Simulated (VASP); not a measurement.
# H (I4/mmm) in VASP: further runs

The runs below take H through single point, with PBE.

All numbers are computed with VASP 6.6.1; they aren't measurements. Logs are shortened: lines on timing, memory, paths and dates and some standing lists are left out, and cuts for length are marked.

## 1. The structure

It takes space group I4/mmm (No. 139, tetragonal). Conventional cell: a = 3.383 Å, b = 3.383 Å, c = 4.117 Å, α = 90.00°, β = 90.00°, γ = 90.00°. H (site symmetry 4mm) has 1 H at 0.74 Å as nearest neighbours.

## 2. Single point, PBE

Input file INCAR:

```
SYSTEM = H
  PREC = Accurate
  ENCUT = 450
  EDIFF = 1E-6
  ISMEAR = 0
  SIGMA = 0.05
  LREAL = .FALSE.
  LASPH = .TRUE.
  NELM = 100
  ALGO = Normal
  ISIF = 2
  LWAVE = .FALSE.
  LCHARG = .FALSE.
  GGA = PE
  ADDGRID = .FALSE.
```

Input file KPOINTS:

```
Automatic mesh
0
G
  4 4 4
  0 0 0
```

Input file POSCAR:

```
H
1.0
   -1.6915344700      1.6915344700      2.0584739900
    1.6915344700     -1.6915344700      2.0584739900
    1.6915344700      1.6915344700     -2.0584739900
H
2
Direct
    0.0901377100      0.0901377100      0.0000000000
    0.9098622900      0.9098622900      0.0000000000
```

Potentials or basis: VASP PAW PBE potentials, release 64 (H).

Run with:

```sh
> cat potpaw_PBE.64/H/POTCAR > POTCAR
> mpirun -np 1 vasp_std > vasp.out
```

OUTCAR:

```text
SYSTEM = H
   PREC = Accurate
   ENCUT = 450
   EDIFF = 1E-6
   ISMEAR = 0
   LREAL = .FALSE.
   LASPH = .TRUE.
   NELM = 100
   ISIF = 2
   GGA = PE

 Found     13 irreducible k-points:

 Following reciprocal coordinates:
            Coordinates               Weight
  0.000000  0.000000  0.000000      1.000000
  0.250000  0.000000  0.000000      8.000000
  0.500000  0.000000  0.000000      4.000000
  0.250000  0.250000  0.000000      8.000000
  0.500000  0.250000  0.000000     16.000000
 -0.250000  0.250000  0.000000      4.000000
   k-points           NKPTS =     13   k-points in BZ     NKDIM =     13   number of bands    NBANDS=      5
   number of dos      NEDOS =    301   number of ions     NIONS =      2
   total plane-waves  NPLWV =  13824
   dimension x,y,z NGX =    24 NGY =   24 NGZ =   24
   dimension x,y,z NGXF=    48 NGYF=   48 NGZF=   48
   ions per type =               2
   NGX,Y,Z   is equivalent  to a cutoff of  12.64, 12.64, 12.64 a.u.
   NGXF,Y,Z  is equivalent  to a cutoff of  25.29, 25.29, 25.29 a.u.
 SYSTEM =  H
   PREC   = accura    normal or accurate (medium, high low for compatibility)
   ISTART =      0    job   : 0-new  1-cont  2-samecut
   ICHARG =      2    charge: 1-file 2-atom 10-const
   ISPIN  =      1    spin polarized calculation?
   LNONCOLLINEAR =      F non collinear calculations
   LSORBIT =      F    spin-orbit coupling
   LASPH  =      T    aspherical Exc in radial PAW
   ENCUT  =  450.0 eV  33.07 Ry    5.75 a.u.   5.46  5.46  5.46*2*pi/ulx,y,z
   NELM   =    100;   NELMIN=  2; NELMDL= -5     # of ELM steps
   EDIFF  = 0.1E-05   stopping-criterion for ELM
   LREAL  =      F    real-space projection
   EDIFFG = 0.1E-04   stopping-criterion for IOM
   NSW    =      0    number of steps for IOM
   IBRION =     -1    ionic relax: 0-MD 1-quasi-New 2-CG
   NFREE  =      0    steps in history (QN), initial steepest desc. (CG)
   ISIF   =      2    stress and relaxation
   ISYM   =      2    0-nonsym 1-usesym 2-fastsym
   POTIM  = 0.5000    time-step for ionic-motion
   TEBEG  =    0.0;   TEEND  =   0.0 temperature during run
   PSTRESS=    0.0 pullay stress
   NELECT =       2.0000    total number of electrons
   NUPDOWN=      -1.0000    fix difference up-down
   EMIN   =  10.00;   EMAX   =-10.00  energy-range for DOS
   EFERMI =   0.00;   METHOD = LEGACY
   ISMEAR =     0;   SIGMA  =   0.05  broadening in eV -4-tet -1-fermi 0-gaus
   EFERMI_NEDOS =   21; number of points for ismear=-14 and -15
   IALGO  =     38    algorithm
   IMIX   =      4    mixing-type and parameters
     AMIX     =   0.40;   BMIX     =  1.00
     AMIX_MAG =   1.60;   BMIX_MAG =  1.00
  volume/ion in A,a.u.               =      11.78        79.49
  Fermi-wavevector in a.u.,A,eV,Ry     =   0.719497  1.359653  7.043413  0.517676
  Thomas-Fermi vector in A             =   1.808708
   LORBIT       =      0    0 simple, 1 ext, 2 COOP (PROOUT), +10 PAW based schemes
   GGA     = PE    functional components
   LHFCALC =     F    Hartree Fock is set to
   AEXX    =    0.0000 exact exchange contribution
   IVDW    =     0    specifies the selected vdW correction
   LEPSILON=     F    determine dielectric tensor
   LRPA    =     F    only Hartree local field effects (RPA)
 non-spin polarized calculation
 Gauss-broadening in eV      SIGMA  =   0.05
  energy-cutoff  :      450.00
  volume of cell :       23.56
 maximum number of plane-waves:       523
 NGX is ok and might be reduce to    24
   NGX = 11   NGY = 11   NGZ = 11

 number of electron       2.0000000 magnetization

 Free energy of the ion-electron system (eV)
  ---------------------------------------------------
  ext. energy  EPLUGINS =         0.00000000
  ---------------------------------------------------
  free energy    TOTEN  =        -6.77642969 eV

  energy without entropy =       -6.77642969  energy(sigma->0) =       -6.77642969

 E-fermi :  -7.8699     XC(G=0):  -5.3447

 val. band max:       -8.1526890143   @ k =   0.5000   0.5000   0.5000
 cond. band min:       0.7809106276   @ k =   0.5000   0.0000   0.0000
 fundamental gap:      8.9335996419
 Fermi energy:        -7.8698763054

 k-point     1 :       0.0000    0.0000    0.0000
  band No.  band energies     occupation
      1     -10.5212      2.00000
      2       5.4488      0.00000
      3       8.9358      0.00000
      4      15.3800      0.00000
      5      15.3800      0.00000

 k-point     2 :       0.2500    0.0000    0.0000
  band No.  band energies     occupation
      1      -9.8360      2.00000
      2       2.9440      0.00000
      3       9.4902      0.00000
      4      11.5744      0.00000
      5      13.1179      0.00000

 k-point     3 :       0.5000    0.0000    0.0000
  band No.  band energies     occupation
      1      -8.9614      2.00000
      2       0.7809      0.00000
      3       8.8101      0.00000
      4      10.6361      0.00000
      5      12.1602      0.00000

 k-point     4 :       0.2500    0.2500    0.0000
  band No.  band energies     occupation
      1      -9.0082      2.00000
      2       1.6467      0.00000
      3       6.3443      0.00000
      4      10.1191      0.00000
      5      13.0485      0.00000

 k-point     5 :       0.5000    0.2500    0.0000
  band No.  band energies     occupation
      1      -8.8779      2.00000
      2       2.2459      0.00000
      3       5.3201      0.00000
      4       9.5174      0.00000
      5      11.0646      0.00000

 k-point     6 :      -0.2500    0.2500    0.0000
  band No.  band energies     occupation
      1      -9.7323      2.00000
      2       3.8795      0.00000
      3       7.1003      0.00000
      4      11.8419      0.00000
      5      12.3661      0.00000

 [... further k-points ...]

------------------------ aborting loop because EDIFF is reached ----------------------------------------

  FORCE on cell =-STRESS in cart. coord.  units (eV):
  Direction    XX          YY          ZZ          XY          YZ          ZX
  --------------------------------------------------------------------------------------
  -------------------------------------------------------------------------------------
  Total       -0.0119555     -0.0119555      0.1781628      0.0000000      0.0000000      0.0000000
  in kB       -0.8130408     -0.8130408     12.1160367      0.0000000      0.0000000      0.0000000
  external PRESSURE =       3.4966517 kB  Pullay stress =       0.0000000 kB

 VOLUME and BASIS-vectors are now :
 -----------------------------------------------------------------------------
  energy-cutoff  :      450.00
  volume of cell :       23.56
      direct lattice vectors                 reciprocal lattice vectors
    -1.691534470  1.691534470  2.058473990     0.000000000  0.295589602  0.242898381
     1.691534470 -1.691534470  2.058473990     0.295589602  0.000000000  0.242898381
     1.691534470  1.691534470 -2.058473990     0.295589602  0.295589602  0.000000000

 POSITION                                       TOTAL-FORCE (eV/Angst)
 -----------------------------------------------------------------------------------
      0.00000      0.00000      0.37109        -0.000000     -0.000000      0.273045
      0.00000      0.00000      3.74586         0.000000      0.000000     -0.273045
 -----------------------------------------------------------------------------------
    total drift:                               -0.000000      0.000000      0.000000

  FREE ENERGIE OF THE ION-ELECTRON SYSTEM (eV)
  ---------------------------------------------------
  free  energy   TOTEN  =        -6.7764296872 eV

  energy  without entropy=       -6.7764296872  energy(sigma->0) =       -6.77642969
```

Wall time 1.7 s (1 thread of Intel Xeon Platinum 8488C (Sapphire Rapids), shared host); peak memory 0.12 GiB.

The run converged, but some of its settings lie outside the range that counts as converged, so its numbers aren't taken as properties of the crystal.

What came out:

```
Free energy            : -6.7764 eV
Pressure               : 0.3 GPa
Largest force          : 0.273 eV/Å
Band gap on the k mesh : 8.93 eV, indirect (least direct gap 9.74 eV)
```

Caveat: the k mesh is coarse (spacing up to 0.66 Å⁻¹), so the values aren't converged.

## 3. Single point, PBE

INCAR is that of step 2.

KPOINTS is that of step 2.

Input file POSCAR:

```
H
1.0
   -1.6915344700      1.6915344700      2.0584739900
    1.6915344700     -1.6915344700      2.0584739900
    1.6915344700      1.6915344700     -2.0584739900
H
2
Direct
    0.0961830000      0.0949540000      0.0224580000
    0.9170920000      0.8909110000      0.0100700000
```

Potentials or basis: VASP PAW PBE potentials, release 64 (H).

Run with:

```sh
> cat potpaw_PBE.64/H/POTCAR > POTCAR
> mpirun -np 1 vasp_std > vasp.out
```

OUTCAR:

```text
SYSTEM = H
   PREC = Accurate
   ENCUT = 450
   EDIFF = 1E-6
   ISMEAR = 0
   LREAL = .FALSE.
   LASPH = .TRUE.
   NELM = 100
   ISIF = 2
   GGA = PE

 Found     36 irreducible k-points:

 Following reciprocal coordinates:
            Coordinates               Weight
  0.000000  0.000000  0.000000      1.000000
  0.250000  0.000000  0.000000      2.000000
  0.000000  0.250000  0.000000      2.000000
  0.000000  0.250000 -0.250000      2.000000
  0.250000  0.000000 -0.250000      2.000000
  0.500000  0.000000  0.000000      1.000000
   k-points           NKPTS =     36   k-points in BZ     NKDIM =     36   number of bands    NBANDS=      5
   number of dos      NEDOS =    301   number of ions     NIONS =      2
   total plane-waves  NPLWV =  13824
   dimension x,y,z NGX =    24 NGY =   24 NGZ =   24
   dimension x,y,z NGXF=    48 NGYF=   48 NGZF=   48
   ions per type =               2
   NGX,Y,Z   is equivalent  to a cutoff of  12.64, 12.64, 12.64 a.u.
   NGXF,Y,Z  is equivalent  to a cutoff of  25.29, 25.29, 25.29 a.u.
 SYSTEM =  H
   PREC   = accura    normal or accurate (medium, high low for compatibility)
   ISTART =      0    job   : 0-new  1-cont  2-samecut
   ICHARG =      2    charge: 1-file 2-atom 10-const
   ISPIN  =      1    spin polarized calculation?
   LNONCOLLINEAR =      F non collinear calculations
[... 57 lines left out ...]
 cond. band min:       0.5132375755   @ k =   0.0000   0.5000   0.0000
 fundamental gap:      8.4985185703
 Fermi energy:        -7.7120457719

 k-point     1 :       0.0000    0.0000    0.0000
  band No.  band energies     occupation
      1     -10.4337      2.00000
      2       5.5969      0.00000
      3       8.6380      0.00000
      4      15.3805      0.00000
      5      15.3921      0.00000
[... 33 lines left out ...]
 k-point     6 :       0.5000    0.0000    0.0000
  band No.  band energies     occupation
      1      -8.8366      2.00000
      2       0.7509      0.00000
      3       8.8795      0.00000
      4      10.2992      0.00000
      5      12.1892      0.00000

 [... further k-points ...]

------------------------ aborting loop because EDIFF is reached ----------------------------------------

  FORCE on cell =-STRESS in cart. coord.  units (eV):
  Direction    XX          YY          ZZ          XY          YZ          ZX
  --------------------------------------------------------------------------------------
  -------------------------------------------------------------------------------------
  Total       -0.0113269     -0.0079462     -0.4165304      0.0007223      0.0123728     -0.0367786
  in kB       -0.7702921     -0.5403857    -28.3263257      0.0491173      0.8414149     -2.5011419
  external PRESSURE =      -9.8790012 kB  Pullay stress =       0.0000000 kB

 VOLUME and BASIS-vectors are now :
 -----------------------------------------------------------------------------
  energy-cutoff  :      450.00
  volume of cell :       23.56
      direct lattice vectors                 reciprocal lattice vectors
    -1.691534470  1.691534470  2.058473990     0.000000000  0.295589602  0.242898381
     1.691534470 -1.691534470  2.058473990     0.295589602  0.000000000  0.242898381
     1.691534470  1.691534470 -2.058473990     0.295589602  0.295589602  0.000000000

 POSITION                                       TOTAL-FORCE (eV/Angst)
 -----------------------------------------------------------------------------------
      0.03591      0.04007      0.34722        -0.046746      0.015755     -0.522199
     -0.02725      0.06132      3.70100         0.046746     -0.015755      0.522199
 -----------------------------------------------------------------------------------
    total drift:                                0.000001      0.000001      0.000002

  FREE ENERGIE OF THE ION-ELECTRON SYSTEM (eV)
  ---------------------------------------------------
  free  energy   TOTEN  =        -6.7730604609 eV

  energy  without entropy=       -6.7730604609  energy(sigma->0) =       -6.77306046
```

OSZICAR:

```text
N       E                     dE             d eps       ncg     rms          rms(c)
DAV:   1    -0.684970945844E+01   -0.68497E+01   -0.43584E+02   360   0.229E+02
DAV:   2    -0.729383828316E+01   -0.44413E+00   -0.44413E+00   490   0.166E+01
DAV:   3    -0.729523442095E+01   -0.13961E-02   -0.13961E-02   400   0.843E-01
DAV:   4    -0.729523680931E+01   -0.23884E-05   -0.23884E-05   430   0.398E-02
DAV:   5    -0.729523681206E+01   -0.27492E-08   -0.27503E-08   395   0.128E-03    0.425E+00
DAV:   6    -0.693874328618E+01    0.35649E+00   -0.18711E-01   370   0.204E+00    0.233E+00
DAV:   7    -0.676968196565E+01    0.16906E+00   -0.41527E-01   360   0.323E+00    0.263E-01
DAV:   8    -0.677389402737E+01   -0.42121E-02   -0.83085E-03   360   0.531E-01    0.163E-01
DAV:   9    -0.677305100533E+01    0.84302E-03   -0.19803E-03   360   0.243E-01    0.119E-02
DAV:  10    -0.677305664941E+01   -0.56441E-05   -0.32619E-05   370   0.462E-02    0.407E-03
DAV:  11    -0.677306037374E+01   -0.37243E-05   -0.38570E-06   380   0.168E-02    0.235E-03
DAV:  12    -0.677306046086E+01   -0.87123E-07   -0.10078E-07   240   0.253E-03
   1 F= -.67730605E+01 E0= -.67730605E+01  d E =-.473022E-16
```

Wall time 2.2 s (1 thread of Intel Xeon Platinum 8488C (Sapphire Rapids), shared host); peak memory 0.12 GiB.

The run converged, but some of its settings lie outside the range that counts as converged, so its numbers aren't taken as properties of the crystal.

What came out:

| Item | Value |
| --- | --- |
| Free energy | -6.7731 eV |
| Pressure | -1.0 GPa |
| Largest force | 0.525 eV/Å |
| Band gap on the k mesh | 8.50 eV, indirect (least direct gap 9.31 eV) |

Caveat: the k mesh is coarse (spacing up to 0.66 Å⁻¹), so the values aren't converged.

## 4. Single point, PBE

Changes to INCAR since step 3:

```diff
@@ -2,3 +2,3 @@
   PREC = Accurate
-  ENCUT = 450
+  ENCUT = 300
   EDIFF = 1E-6
```

Input file KPOINTS:

```
Automatic mesh
0
G
  5 5 5
  0 0 0
```

Input file POSCAR:

```
H
1.0
   -1.6915344700      1.6915344700      2.0584739900
    1.6915344700     -1.6915344700      2.0584739900
    1.6915344700      1.6915344700     -2.0584739900
H
2
Direct
    0.0901377100      0.0901377100      0.0000000000
    0.9098622900      0.9098622900      0.0000000000
```

Run with:

```sh
> cat potpaw_PBE.64/H/POTCAR > POTCAR
> mpirun -np 1 vasp_std > vasp.out
```

Wall time 1.5 s (1 thread of Intel Xeon Platinum 8488C (Sapphire Rapids), shared host); peak memory 0.1 GiB.

The run converged, but some of its settings lie outside the range that counts as converged, so its numbers aren't taken as properties of the crystal.

Results:

* Free energy: -6.7349 eV
* Pressure: -1.5 GPa
* Largest force: 0.283 eV/Å
* Band gap on the k mesh: 9.44 eV, indirect (least direct gap 10.13 eV)

Caveat: the k mesh is coarse (spacing up to 0.53 Å⁻¹), so the values aren't converged; the cutoff is under 1.25 times the usual one of these potentials, so pressure, stress and relaxed cells hold a basis-set (Pulay) error; an odd mesh through Γ misses points on the zone boundary, where band edges often lie.

## 5. Single point, PBE

INCAR is that of step 4.

KPOINTS is that of step 4.

Input file POSCAR:

```
H
1.0
   -1.6915344700      1.6915344700      2.0584739900
    1.6915344700     -1.6915344700      2.0584739900
    1.6915344700      1.6915344700     -2.0584739900
H
2
Direct
    0.0961830000      0.0949540000      0.0224580000
    0.9170920000      0.8909110000      0.0100700000
```

Run with:

```sh
> cat potpaw_PBE.64/H/POTCAR > POTCAR
> mpirun -np 1 vasp_std > vasp.out
```

It took 2.3 s on 1 thread of Intel Xeon Platinum 8488C (Sapphire Rapids), shared host; peak memory 0.11 GiB.

These settings aren't checked as converged: the numbers below hold their error.

What came out:

| Property | Result |
| --- | --- |
| Free energy | -6.7321 eV |
| Pressure | -2.8 GPa |
| Largest force | 0.492 eV/Å |
| Band gap on the k mesh | 9.03 eV, indirect (least direct gap 9.73 eV) |

Caveat: the k mesh is coarse (spacing up to 0.53 Å⁻¹), so the values aren't converged; the cutoff is under 1.25 times the usual one of these potentials, so pressure, stress and relaxed cells hold a basis-set (Pulay) error; an odd mesh through Γ misses points on the zone boundary, where band edges often lie.

## 6. Single point, PBE

Changes to INCAR since step 5:

```diff
@@ -2,3 +2,3 @@
   PREC = Accurate
-  ENCUT = 300
+  ENCUT = 550
   EDIFF = 1E-6
```

Input file KPOINTS:

```
Automatic mesh
0
G
  4 4 4
  0 0 0
```

Input file POSCAR:

```
H
1.0
   -1.6915344700      1.6915344700      2.0584739900
    1.6915344700     -1.6915344700      2.0584739900
    1.6915344700      1.6915344700     -2.0584739900
H
2
Direct
    0.0901377100      0.0901377100      0.0000000000
    0.9098622900      0.9098622900      0.0000000000
```

Potentials or basis: VASP PAW PBE potentials, release 64 (H).

Run with:

```sh
> cat potpaw_PBE.64/H/POTCAR > POTCAR
> mpirun -np 1 vasp_std > vasp.out
```

It took 1.7 s on 1 thread of Intel Xeon Platinum 8488C (Sapphire Rapids), shared host; peak memory 0.12 GiB.

These settings aren't checked as converged: the numbers below hold their error.

Results:

| Property | Result |
| --- | --- |
| Free energy | -6.7819 eV |
| Pressure | 0.7 GPa |
| Largest force | 0.259 eV/Å |
| Band gap on the k mesh | 8.94 eV, indirect (least direct gap 9.74 eV) |

Caveat: the k mesh is coarse (spacing up to 0.66 Å⁻¹), so the values aren't converged.

## 7. The reference run

An earlier run on the cell as given: functional PBE; potentials or basis VASP PAW PBE potentials, release 64 (H); cutoff 520 eV; k mesh 11 × 11 × 11; occupations fermi-dirac, width 0.05 eV; no spin polarisation.

* Pressure: 0.6 GPa
* Largest force: 0.264 eV/Å
* Band gap on the k mesh: 9.05 eV, indirect (least direct gap 9.84 eV)
